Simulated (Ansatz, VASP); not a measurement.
**One calculation of HfC, two programs**

INCAR

```
PREC = Accurate
ENCUT = 520
EDIFF = 1E-6
ISMEAR = 0
SIGMA = 0.1
LREAL = False
LASPH = True
NELM = 100
ALGO = Fast
ISIF = 2
LWAVE = False
LCHARG = False
GGA = PE
NBANDS = 14
```

Contents of KPOINTS:

```
Automatic mesh
0
Gamma
  14 14 14
```

The input POSCAR:

```
HfC
1.0
    0.0000000000      2.3250000000      2.3250000000
    2.3250000000      0.0000000000      2.3250000000
    2.3250000000      2.3250000000      0.0000000000
Hf C
1 1
Direct
    0.5000000000      0.5000000000      0.5000000000
    0.0832989247     -0.0935139785      0.0767956989
```

Input for Ansatz:

```yaml
crystal:
  lattice:
    - [0.0, 2.325, 2.325]
    - [2.325, 0.0, 2.325]
    - [2.325, 2.325, 0.0]
  atoms:
    - { symbol: Hf, position: [0.5, 0.5, 0.5] }
    - { symbol: C, position: [0.0832989247, -0.0935139785, 0.0767956989] }
basis:
  ecutwfc: 420
kpoints:
  mp_grid: { grid: [14, 14, 14] }
hamiltonian:
  xc: pbe
scf:
  occupations: { method: gaussian, width: 0.1 }
output:
  forces: true
  stress: true
  eigenvalues: true
```

Change from the starting cell: one atom moved.

Alike in both runs: task single point; functional PBE; k mesh 14 × 14 × 14; occupations gaussian, width 0.1 eV; no spin polarisation.

|  | VASP | Ansatz |
| --- | --- | --- |
| version | VASP 6.6.1 | Ansatz 0.2.0 |
| potentials or method | VASP PAW PBE potentials, release 64 (Hf_pv, C) | scalar-relativistic, plane waves, PAW |
| plane-wave cutoff (eV) | 520 | 420 |
| valence electrons in the cell | 14 | 30 |

```csv
,VASP,Ansatz,Ansatz less VASP
gap on the k mesh at the Fermi level (eV),none,none,-
pressure (GPa),14.2,14.5,+0.30
largest component of the traceless stress (GPa),32.06,31.41,-0.643
rms of the force components (eV/Å),2.734,2.703,-0.0318
```

Atom by atom the forces differ by 0.032 eV/Å (rms over components). A gap of «none» marks a metal or a gap that the smearing closes. The two sets of potentials don't hold the same shells in valence.

Caveats: forces of over 1 eV/Å show positions far from the minimum, so gaps and moduli don't describe the material at rest. The runs have no spin-orbit coupling, so splittings on Hf are missing.
